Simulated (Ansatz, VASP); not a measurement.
## Two plane-wave programs on Si

The input INCAR:

```
PREC = Accurate
ENCUT = 520
EDIFF = 1E-6
ISMEAR = 0
SIGMA = 0.05
LREAL = False
LASPH = True
NELM = 100
ALGO = Normal
ISIF = 2
LWAVE = False
LCHARG = False
GGA = CA
NBANDS = 11
```

The input KPOINTS:

```
Automatic mesh
0
Gamma
  12 12 12
```

POSCAR

```
Si
1.0
    0.0000000000      2.6893662561      2.7891417442
    2.6893662561      0.0000000000      2.7891417442
    2.6893662561      2.6893662561      0.0000000000
Si
2
Direct
    0.5000000000      0.5000000000      0.5000000000
    0.7500000000      0.7500000000      0.7500000000
```

Input for Ansatz:

```yaml
crystal:
  lattice:
    - [0.0, 2.6893662561, 2.7891417442]
    - [2.6893662561, 0.0, 2.7891417442]
    - [2.6893662561, 2.6893662561, 0.0]
  atoms:
    - { symbol: Si, position: [0.5, 0.5, 0.5] }
    - { symbol: Si, position: [0.75, 0.75, 0.75] }
basis:
  ecutwfc: 420
kpoints:
  mp_grid: { grid: [12, 12, 12] }
hamiltonian:
  xc: lda
  pseudopotentials: { kind: paw, azcp: { folder: soft_1 } }
scf:
  occupations: { method: gaussian, width: 0.05 }
output:
  forces: true
  stress: true
  eigenvalues: true
  write_density: true
  write_potential: true
  elf: true
  volumetric_format: npy
```

Alike in both runs: task single point; functional LDA; k mesh 12 × 12 × 12; occupations gaussian, width 0.05 eV; no spin polarisation.

|  | VASP | Ansatz |
| --- | --- | --- |
| version | VASP 6.6.1 | Ansatz 0.2.0 |
| potentials or method | VASP PAW LDA potentials, release 64 (Si) | scalar-relativistic, plane waves, PAW |
| plane-wave cutoff (eV) | 520 | 420 |
| valence electrons in the cell | 8 | 8 |

|  | VASP | Ansatz | Ansatz less VASP |
| --- | --- | --- | --- |
| gap on the k mesh at the Fermi level (eV) | 0.29 | 0.29 | +0.003 |
| least direct gap on the mesh (eV) | 2.36 | 2.36 | -0.006 |
| pressure (GPa) | -2.2 | -2.2 | -0.05 |
| largest component of the traceless stress (GPa) | 2.49 | 2.49 | 0.000 |

Ansatz warned: «pseudo_functional_mismatch».
